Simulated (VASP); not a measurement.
# In (Im-3m) in VASP: further runs

One crystal, In, is run at these levels: r2SCAN; tasks: single point, relaxation of cell and atoms.

All numbers are computed with VASP 6.6.1; they aren't measurements. Logs are shortened: lines on timing, memory, paths and dates and some standing lists are left out, and cuts for length are marked.

### 1 Starting point

It takes space group Im-3m (No. 229, cubic). The conventional cell has a = 3.758 Å, b = 3.758 Å, c = 3.758 Å, α = 90.00°, β = 90.00°, γ = 90.00°. In (site symmetry m-3m) is surrounded by 8 In at 3.25 Å.

The cell was built by a generator and needn't be a form met in nature.

### 2 Single point, r2SCAN

The input, POSCAR:

```
In
1.0
   -1.8787948760      1.8787948760      1.8787948760
    1.8787948760     -1.8787948760      1.8787948760
    1.8787948760      1.8787948760     -1.8787948760
In
1
Direct
    0.0000000000      0.0000000000      0.0000000000
```

The input, INCAR.step1:

```
SYSTEM = In
ALGO = Normal
EDIFF = 1E-4
ENCUT = 520
GGA = PE
ISMEAR = -1
LASPH = .True.
LCHARG = .False.
LREAL = .False.
LWAVE = .True.
NBANDS = 12
NELM = 60
PREC = Accurate
SIGMA = 0.05
```

The input, INCAR.step2:

```
SYSTEM = In
ALGO = Normal
EDIFF = 1E-6
ENCUT = 520
ISIF = 2
ISMEAR = -1
ISTART = 1
LASPH = .True.
LCHARG = .True.
LELF = .True.
LMIXTAU = .True.
LREAL = .False.
LVHAR = .True.
LWAVE = .False.
METAGGA = R2SCAN
NBANDS = 12
NELM = 60
PREC = Accurate
SIGMA = 0.05
```

The input, KPOINTS:

```
k-points
0
Gamma
  10 10 10
  0 0 0
```

Potentials or basis: VASP PAW PBE potentials, release 64 (In_d).

Run with:

```sh
$ cat potpaw_PBE.64/In_d/POTCAR > POTCAR
$ cp INCAR.step1 INCAR
$ mpirun -np 1 vasp_std > vasp.out
$ cp INCAR.step2 INCAR
$ mpirun -np 1 vasp_std > vasp.out
```

OUTCAR:

```text
SYSTEM = In
   EDIFF = 1E-6
   ENCUT = 520
   ISIF = 2
   ISMEAR = -1
   ISTART = 1
   LASPH = .True.
   LREAL = .False.
   METAGGA = R2SCAN
   NELM = 60
   PREC = Accurate

 ion  position               nearest neighbor table
   1  0.000  0.000  0.000-

  LATTYP: Found a body centered cubic cell.
 ALAT       =     3.7575897520

  Lattice vectors:

 A1 = (  -1.8787948760,   1.8787948760,   1.8787948760)
 A2 = (   1.8787948760,  -1.8787948760,   1.8787948760)
 A3 = (   1.8787948760,   1.8787948760,  -1.8787948760)

Analysis of symmetry for initial positions (statically):
=====================================================================
 Subroutine PRICEL returns:
 Original cell was already a primitive cell.

 Routine SETGRP: Setting up the symmetry group for a
 body centered cubic supercell.

 Subroutine GETGRP returns: Found 48 space group operations
 (whereof 48 operations were pure point group operations)
 out of a pool of 48 trial point group operations.

The static configuration has the point symmetry O_h .

Analysis of symmetry for dynamics (positions and initial velocities):
=====================================================================
 Subroutine PRICEL returns:
 Original cell was already a primitive cell.

 Routine SETGRP: Setting up the symmetry group for a
 body centered cubic supercell.

 Subroutine GETGRP returns: Found 48 space group operations
 (whereof 48 operations were pure point group operations)
 out of a pool of 48 trial point group operations.

The dynamic configuration has the point symmetry O_h .

 Subroutine INISYM returns: Found 48 space group operations
 (whereof 48 operations are pure point group operations),
 and found     1 'primitive' translations

----------------------------------------------------------------------------------------

                                     Primitive cell

  volume of cell :      26.5276

  direct lattice vectors                    reciprocal lattice vectors
    -1.878794876  1.878794876  1.878794876     0.000000000  0.266128041  0.266128041
     1.878794876 -1.878794876  1.878794876     0.266128041  0.000000000  0.266128041
     1.878794876  1.878794876 -1.878794876     0.266128041  0.266128041  0.000000000

  length of vectors
     3.254168182  3.254168182  3.254168182     0.376361885  0.376361885  0.376361885

  position of ions in fractional coordinates (direct lattice)
     0.000000000  0.000000000  0.000000000

  ion indices of the primitive-cell ions
   primitive index   ion index
                 1           1

----------------------------------------------------------------------------------------

 KPOINTS: k-points

Automatic generation of k-mesh.
 Grid dimensions read from file:
 generate k-points for:   10   10   10

 Generating k-lattice:

  Cartesian coordinates                     Fractional coordinates (reciprocal lattice)
     0.000000000  0.026612804  0.026612804     0.100000000  0.000000000  0.000000000
     0.026612804  0.000000000  0.026612804     0.000000000  0.100000000  0.000000000
     0.026612804  0.026612804  0.000000000     0.000000000  0.000000000  0.100000000

  Length of vectors
     0.037636189  0.037636189  0.037636189

  Shift w.r.t. Gamma in fractional coordinates (k-lattice)
     0.000000000  0.000000000  0.000000000

 Subroutine IBZKPT returns following result:
 ===========================================

 Found     47 irreducible k-points:

 Following reciprocal coordinates:
            Coordinates               Weight
  0.000000  0.000000  0.000000      1.000000
  0.100000  0.000000  0.000000     12.000000
  0.200000  0.000000  0.000000     12.000000
  0.300000  0.000000  0.000000     12.000000
  0.400000  0.000000  0.000000     12.000000
  0.500000  0.000000  0.000000      6.000000
[... 16 lines left out ...]
  0.300000  0.300000  0.100000      8.000000
 -0.300000  0.300000  0.100000     24.000000
 [... further k-points ...]
   k-points           NKPTS =     47   k-points in BZ     NKDIM =     47   number of bands    NBANDS=     12
   number of dos      NEDOS =    301   number of ions     NIONS =      1
   total plane-waves  NPLWV =  13824
   dimension x,y,z NGX =    24 NGY =   24 NGZ =   24
   dimension x,y,z NGXF=    48 NGYF=   48 NGZF=   48
   ions per type =               1
   NGX,Y,Z   is equivalent  to a cutoff of  12.26, 12.26, 12.26 a.u.
   NGXF,Y,Z  is equivalent  to a cutoff of  24.52, 24.52, 24.52 a.u.
 SYSTEM =  In
   PREC   = accura    normal or accurate (medium, high low for compatibility)
   ISTART =      1    job   : 0-new  1-cont  2-samecut
   ICHARG =      0    charge: 1-file 2-atom 10-const
   ISPIN  =      1    spin polarized calculation?
   LNONCOLLINEAR =      F non collinear calculations
   LSORBIT =      F    spin-orbit coupling
   LASPH  =      T    aspherical Exc in radial PAW
   ENCUT  =  520.0 eV  38.22 Ry    6.18 a.u.   6.05  6.05  6.05*2*pi/ulx,y,z
   NELM   =     60;   NELMIN=  2; NELMDL=  0     # of ELM steps
   EDIFF  = 0.1E-05   stopping-criterion for ELM
   LREAL  =      F    real-space projection
   EDIFFG = 0.1E-04   stopping-criterion for IOM
   NSW    =      0    number of steps for IOM
   IBRION =     -1    ionic relax: 0-MD 1-quasi-New 2-CG
   NFREE  =      0    steps in history (QN), initial steepest desc. (CG)
   ISIF   =      2    stress and relaxation
   ISYM   =      2    0-nonsym 1-usesym 2-fastsym
   POTIM  = 0.5000    time-step for ionic-motion
   TEBEG  =    0.0;   TEEND  =   0.0 temperature during run
   PSTRESS=    0.0 pullay stress
   NELECT =      13.0000    total number of electrons
   NUPDOWN=      -1.0000    fix difference up-down
   EMIN   =  10.00;   EMAX   =-10.00  energy-range for DOS
   EFERMI =   0.00;   METHOD = LEGACY
   ISMEAR =    -1;   SIGMA  =   0.05  broadening in eV -4-tet -1-fermi 0-gaus
   EFERMI_NEDOS =   21; number of points for ismear=-14 and -15
   IALGO  =     38    algorithm
   IMIX   =      4    mixing-type and parameters
     AMIX     =   0.40;   BMIX     =  1.00
     AMIX_MAG =   1.60;   BMIX_MAG =  1.00
  volume/ion in A,a.u.               =      26.53       179.02
  Fermi-wavevector in a.u.,A,eV,Ry     =   1.290694  2.439058 22.665819  1.665891
  Thomas-Fermi vector in A             =   2.422510
   LORBIT       =      0    0 simple, 1 ext, 2 COOP (PROOUT), +10 PAW based schemes
   METAGGA = R2SCAN    functional components
   LHFCALC =     F    Hartree Fock is set to
   AEXX    =    0.0000 exact exchange contribution
   IVDW    =     0    specifies the selected vdW correction
   LEPSILON=     F    determine dielectric tensor
   LRPA    =     F    only Hartree local field effects (RPA)
 non-spin polarized calculation
  energy-cutoff  :      520.00
  volume of cell :       26.53
 maximum number of plane-waves:       727
   NGX = 13   NGY = 13   NGZ = 13

 number of electron      13.0000001 magnetization

 Free energy of the ion-electron system (eV)
  ---------------------------------------------------
  ext. energy  EPLUGINS =         0.00000000
  ---------------------------------------------------
  free energy    TOTEN  =       -22.55810377 eV

  energy without entropy =      -22.55291966  energy(sigma->0) =      -22.55551172

 E-fermi :   7.2680     XC(G=0): -11.0075

 val. band max:        7.2464009294   @ k =   0.3000   0.3000   0.0000
 cond. band min:       7.2989007220   @ k =   0.2000   0.2000   0.2000
 fundamental gap:      0.0524997926
 Fermi energy:         7.2679500465

 k-point     1 :       0.0000    0.0000    0.0000
  band No.  band energies     occupation
      1      -7.9393      2.00000
      2      -7.9393      2.00000
      3      -7.9393      2.00000
      4      -7.6524      2.00000
      5      -7.6524      2.00000
      6      -2.5993      2.00000
      7      18.9248      0.00000
      8      18.9248      0.00000
      9      18.9248      0.00000
     10      21.0644      0.00000
     11      21.0645      0.00000
     12      21.0645      0.00000

 k-point     2 :       0.1000    0.0000    0.0000
  band No.  band energies     occupation
      1      -7.9503      2.00000
      2      -7.9296      2.00000
      3      -7.8973      2.00000
      4      -7.6639      2.00000
      5      -7.6530      2.00000
      6      -2.3573      2.00000
      7      16.6972      0.00000
      8      17.8449      0.00000
      9      18.3737      0.00000
     10      19.9541      0.00000
     11      20.2021      0.00000
     12      20.9212      0.00000

 k-point     3 :       0.2000    0.0000    0.0000
  band No.  band energies     occupation
      1      -7.9792      2.00000
      2      -7.9161      2.00000
      3      -7.7853      2.00000
      4      -7.6865      2.00000
      5      -7.6544      2.00000
      6      -1.6222      2.00000
      7      13.0261      0.00000
      8      16.1436      0.00000
      9      17.1542      0.00000
     10      19.0851      0.00000
     11      19.1473      0.00000
     12      21.4972      0.00000

 k-point     4 :       0.3000    0.0000    0.0000
  band No.  band energies     occupation
      1      -8.0147      2.00000
      2      -7.9297      2.00000
      3      -7.6913      2.00000
      4      -7.6556      2.00000
      5      -7.6428      2.00000
      6      -0.3808      2.00000
      7       9.5171      0.00000
      8      14.7175      0.00000
      9      16.0508      0.00000
     10      18.3810      0.00000
     11      18.4697      0.00000
     12      22.7211      0.00000

 k-point     5 :       0.4000    0.0000    0.0000
  band No.  band energies     occupation
      1      -8.0433      2.00000
      2      -7.9630      2.00000
      3      -7.6775      2.00000
      4      -7.6564      2.00000
      5      -7.5240      2.00000
      6       1.3624      2.00000
      7       6.3807      2.00000
      8      13.7928      0.00000
      9      15.3377      0.00000
     10      17.9261      0.00000
     11      18.1175      0.00000
     12      24.3243      0.00000
[... 228 lines left out ...]
      1      -7.9915      2.00000
      2      -7.8764      2.00000
      3      -7.6797      2.00000
      4      -7.6627      2.00000
      5      -7.6270      2.00000
      6       3.4796      2.00000
      7       6.1094      2.00000
      8       8.7247      0.00000
      9      11.2478      0.00000
     10      22.9961      0.00000
     11      24.8916      0.00000
     12      25.1520      0.00000

 k-point    22 :      -0.2000    0.2000    0.1000
  band No.  band energies     occupation
      1      -7.9365      2.00000
      2      -7.8936      2.00000
      3      -7.7928      2.00000
      4      -7.7215      2.00000
      5      -7.6555      2.00000
      6      -1.3779      2.00000
      7      13.1926      0.00000
      8      15.0513      0.00000
      9      15.9658      0.00000
     10      18.2388      0.00000
     11      20.5272      0.00000
     12      20.9896      0.00000

 k-point    23 :       0.3000    0.3000    0.1000
  band No.  band energies     occupation
      1      -7.9823      2.00000
      2      -7.7735      2.00000
      3      -7.7735      2.00000
      4      -7.6504      2.00000
      5      -7.6504      2.00000
      6       4.6726      2.00000
      7       6.5038      2.00000
      8       6.5038      2.00000
      9      10.9776      0.00000
     10      24.5995      0.00000
     11      24.5995      0.00000
     12      25.1601      0.00000

 k-point    24 :      -0.3000    0.3000    0.1000
  band No.  band energies     occupation
      1      -7.9695      2.00000
      2      -7.9031      2.00000
      3      -7.7270      2.00000
      4      -7.6690      2.00000
      5      -7.6490      2.00000
      6      -0.1372      2.00000
      7       9.7296      0.00000
      8      13.7163      0.00000
      9      15.0428      0.00000
     10      18.8496      0.00000
     11      19.7037      0.00000
     12      20.7278      0.00000

 [... further k-points ...]

------------------------ aborting loop because EDIFF is reached ----------------------------------------

  FORCE on cell =-STRESS in cart. coord.  units (eV):
  Direction    XX          YY          ZZ          XY          YZ          ZX
  --------------------------------------------------------------------------------------
  -------------------------------------------------------------------------------------
  Total        0.0139594      0.0139594      0.0139594     -0.0000000      0.0000000      0.0000000
  in kB        0.8430999      0.8430999      0.8430999     -0.0000000      0.0000000      0.0000000
  external PRESSURE =       0.8430999 kB  Pullay stress =       0.0000000 kB

 VOLUME and BASIS-vectors are now :
 -----------------------------------------------------------------------------
  energy-cutoff  :      520.00
  volume of cell :       26.53
      direct lattice vectors                 reciprocal lattice vectors
    -1.878794876  1.878794876  1.878794876     0.000000000  0.266128041  0.266128041
     1.878794876 -1.878794876  1.878794876     0.266128041  0.000000000  0.266128041
     1.878794876  1.878794876 -1.878794876     0.266128041  0.266128041  0.000000000

 POSITION                                       TOTAL-FORCE (eV/Angst)
 -----------------------------------------------------------------------------------
      0.00000      0.00000      0.00000         0.000000      0.000000      0.000000
 -----------------------------------------------------------------------------------
    total drift:                               -0.000000      0.000000      0.000000

  FREE ENERGIE OF THE ION-ELECTRON SYSTEM (eV)
  ---------------------------------------------------
  free  energy   TOTEN  =       -22.5581037733 eV

  energy  without entropy=      -22.5529196571  energy(sigma->0) =      -22.55551172
```

Wall time 16 s (1 thread of Intel Xeon 6975P-C (Granite Rapids), shared host); peak memory 0.14 GiB.

Results:

* Free energy: -22.5581 eV
* Pressure: 0.1 GPa
* Band gap on the k mesh: none (metal or under the smearing width)

Levels at points of the mesh, in eV from the Fermi level:
| k point | band 2 | band 3 | band 4 | band 5 | band 6 | band 7 | band 8 | band 9 | band 10 | band 11 |
| --- | --- | --- | --- | --- | --- | --- | --- | --- | --- | --- |
| (0.00, 0.00, 0.00) | -15.21 | -15.21 | -14.92 | -14.92 | -9.87 | 11.66 | 11.66 | 11.66 | 13.80 | 13.80 |
| (0.50, 0.00, 0.00) | -15.25 | -14.94 | -14.92 | -14.75 | -3.98 | -3.28 | 6.21 | 7.83 | 10.51 | 10.74 |
| (0.50, 0.50, 0.50) | -15.31 | -14.79 | -14.79 | -14.79 | 1.29 | 1.33 | 1.33 | 1.33 | 5.61 | 5.61 |

Caveat: the PAW data sets were made with another functional, which shifts forces and pressure a little.

(Part 1 of 2 ends here.)
